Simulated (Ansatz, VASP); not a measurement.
**Two plane-wave programs on Rb**

```xyz
3
Lattice="8.5865 0.0000 0.0000 -4.2933 7.4362 0.0000 0.0000 0.0000 5.1385" Properties=species:S:1:pos:R:3 pbc="T T T"
Rb    4.2933    7.4362    0.0000
Rb    0.0000    4.9574    2.5693
Rb    4.2933    2.4787    2.5693
```

Alike in both runs: task single point; functional RPBE; k mesh 5 × 5 × 7; occupations fermi-dirac, width 0.1 eV; no spin polarisation.

|  | VASP | Ansatz |
| --- | --- | --- |
| version | VASP 6.6.1 | Ansatz 0.2.0 |
| potentials or method | VASP PAW PBE potentials, release 64 (Rb_sv) | plane waves (420 eV) with PAW, scalar-relativistic |
| plane-wave cutoff (eV) | 520 | 420 |
| valence electrons in the cell | 27 | 27 |

|  | VASP | Ansatz | Ansatz less VASP |
| --- | --- | --- | --- |
| pressure (GPa) | -0.1 | -0.1 | 0.00 |

The functional is the same, so the differences come from potentials, cutoffs and numerics.

Caveats: the PAW data sets were made with another functional, which shifts forces and pressure a little (VASP).
